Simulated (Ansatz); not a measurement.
The system is SrVO3.

```xyz
5
Lattice="3.8409 0.0000 0.0000 0.0000 3.8409 0.0000 0.0000 0.0000 3.8409" Properties=species:S:1:pos:R:3 pbc="T T T"
Sr    1.9204    1.9204    1.9204
V     0.0000    0.0000    0.0000
O     0.0000    0.0000    1.9204
O     0.0000    1.9204    0.0000
O     1.9204    0.0000    0.0000
```

| Property | Result |
| --- | --- |
| Program | Ansatz 0.2.0 |
| Task | relaxation of cell and atoms |
| Functional | RPBE |
| Potentials or basis | Ansatz PAW |
| Cutoff | 420 eV (not typed: the program's choice for these potentials) |
| k mesh | 7 × 7 × 7 |
| Occupations | fermi-dirac, width 0.05 eV |
| Spin | collinear spin, ferromagnetic start |
| Starting moments | [0.0, 2.0, 0.0, 0.0, 0.0] μB |

At the start: volume 11.33 Å³/atom.

Q: Where does the relaxation end?

A: It ends after 7 steps and the volume is 11.80 Å³/atom (+4.1 %); space group Pm-3m (No. 221, to 0.05 Å); moment 0.00 μB per cell.

The path:
```
step  energy change (eV)  largest force (eV/Å)  volume (Å³)
   1              0.0000                0.0000        56.66
   2             -0.0408                0.0000        58.44
   3             -0.0412                0.0000        58.86
   4             -0.0411                0.0000        58.89
   5             -0.0514                0.0000        58.89
   6             -0.0512                0.0000        58.98
   7             -0.0514                0.0000        58.98
```

Final structure:
```cif
data_structure
_symmetry_space_group_name_H-M 'P 1'
_symmetry_Int_Tables_number 1
_cell_length_a 3.8927
_cell_length_b 3.8927
_cell_length_c 3.8927
_cell_angle_alpha 90.000
_cell_angle_beta 90.000
_cell_angle_gamma 90.000
_cell_volume 58.98
loop_
_atom_site_label
_atom_site_type_symbol
_atom_site_fract_x
_atom_site_fract_y
_atom_site_fract_z
_atom_site_occupancy
Sr1 Sr 0.50000 0.50000 0.50000 1
V1 V 0.00000 0.00000 0.00000 1
O1 O 0.00000 0.00000 0.50000 1
O2 O 0.00000 0.50000 0.00000 1
O3 O 0.50000 0.00000 0.00000 1
```

Caveat: the plane-wave basis is chosen anew once the cell has moved, so the energies of steps on either side of that aren't comparable; the pressure holds a Pulay correction of +0.5 GPa for the finite cutoff; the PAW data sets come from PBE, with cores solved anew for the run's functional, which leaves a small shift of forces and pressure; the starting moments weren't kept.
